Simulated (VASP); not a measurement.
Write the native input for VASP 6.6.1 that does the following.

```
Task                   : relaxation of cell and atoms
Functional             : PBEsol
Potentials or basis    : VASP PAW PBE potentials, release 64 (Al, As)
Cutoff                 : 600 eV
k mesh                 : 8 × 8 × 8
Occupations            : gaussian, width 0.03 eV
Spin                   : no spin polarisation
Further INCAR settings : ALGO = Normal; EDIFF = 1e-07; IBRION = 2; EDIFFG = -0.005; NSW = 90; ISIF = 3
```

The structure of AlAs lies in POSCAR:

```
AlAs                                    
1.0
   -0.0000000000      2.8408844734      2.8408844734
    2.8408844734     -0.0000000000      2.8408844734
    2.8408844734      2.8408844734     -0.0000000000
  Al              As            
     1     1
Direct
     0.0000000000000000    0.0000000000000000    0.0000000000000000
     0.2500000000000000    0.2500000000000000    0.2500000000000000
```

One way to write it, as run:

INCAR

```
ALGO = Normal
EDIFF = 1E-7
EDIFFG = -0.005
ENCUT = 600
GGA = PS
IBRION = 2
ISIF = 3
ISMEAR = 0
LASPH = True
LCHARG = False
LREAL = False
LWAVE = False
NELM = 80
NSW = 90
PREC = Accurate
SIGMA = 0.03
```

KPOINTS

```
k-points
0
Gamma
  8 8 8
```

Potentials or basis: VASP PAW PBE potentials, release 64 (Al, As).

Run with:

```console
$ cat potpaw_PBE.64/Al/POTCAR potpaw_PBE.64/As/POTCAR > POTCAR
$ mpirun -np 1 vasp_std > vasp.out
```

It gave:

```json
{"Pressure after relaxing": "0.0 GPa", "Band gap on the k mesh": "1.34 eV, indirect (least direct gap 1.89 eV)"}
```

Caveat: the relaxation stopped at its first step, so nothing moved; the PAW data sets were made with another functional, which shifts forces and pressure a little.

It took 5.7 s on 1 thread of Intel(R) Xeon(R) 6975P-C (Granite Rapids), with other jobs on the host, peak memory 0.18 GiB.
